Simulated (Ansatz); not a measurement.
**WC: levels with and without spin–orbit coupling**

```xyz
2
Lattice="2.9005 0.0000 0.0000 -1.4503 2.5119 0.0000 0.0000 0.0000 2.8290" Properties=species:S:1:pos:R:3 pbc="T T T"
W     0.0000    0.0000    0.0000
C     1.4503    0.8373    1.4145
```

Atom numbers follow the list: W1, C2.

The geometry is COD entry 2102244, unchecked; take it as a test cell.

Methods: DFT, PBE, all-electron LAPW, scalar-relativistic (Ansatz 0.2.0); DFT, PBE, all-electron LAPW, Dirac equation with spin-orbit coupling (Ansatz 0.2.0).

Settings: a Γ-centred 14×14×13 k mesh, Fermi–Dirac smearing of 0.05 eV, basis error target 0.5 meV/atom, no spin polarisation.

Levels between -4 and 3 eV, each run counted from its own valence-band top where it has a gap, else its Fermi level. Scalar levels are listed once for both spins; with the coupling every spinor state is counted. Levels near the edges of the range can cross them.

(1) At Γ (0.000, 0.000, 0.000) the scalar-relativistic levels are -3.37 (×2), 0.10. What are they with spin–orbit coupling?

(2) At A (0.000, 0.000, 0.500) the scalar-relativistic levels are -2.04 (×2), -0.59 (×2). What are they with spin–orbit coupling?

Results:

(1) -3.54 (×2), -3.23 (×2), 0.05 (×2).

(2) -2.14 (×2), -2.01 (×2), -0.86 (×2), -0.29 (×2).
